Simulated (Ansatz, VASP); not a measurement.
## One calculation of W, two programs

```
CELL_PARAMETERS angstrom
-1.63961 1.63961 1.63961
1.63961 -1.63961 1.63961
1.63961 1.63961 -1.63961
ATOMIC_POSITIONS crystal
W 0.00000 0.00000 0.00000
```

Change from the starting cell: equal engineering shear yz, xz and xy +0.0000, equal normal strain along x, y and z +0.0300.

Alike in both runs: task single point; functional PBE; k mesh 20 × 20 × 20; occupations gaussian, width 0.15 eV; no spin polarisation.

```csv
,VASP,Ansatz
version,VASP 6.6.1,Ansatz 0.2.0
potentials or method,"VASP PAW PBE potentials, release 64 (W_sv)","scalar-relativistic, plane waves, PAW"
plane-wave cutoff (eV),520,420
valence electrons in the cell,14,14
```

Ansatz gave:

- gap on the k mesh at the Fermi level (eV): none
- pressure (GPa): -22.3

Which values does VASP return?

gap on the k mesh at the Fermi level (eV): none; pressure (GPa): -22.1.

A gap of «none» marks a metal or a gap that the smearing closes.

Caveats: so large a pressure means that the cell lies far from this level's equilibrium, or that cutoff or potentials fall short (VASP). Spin-orbit coupling is left out, which matters for the levels of W.
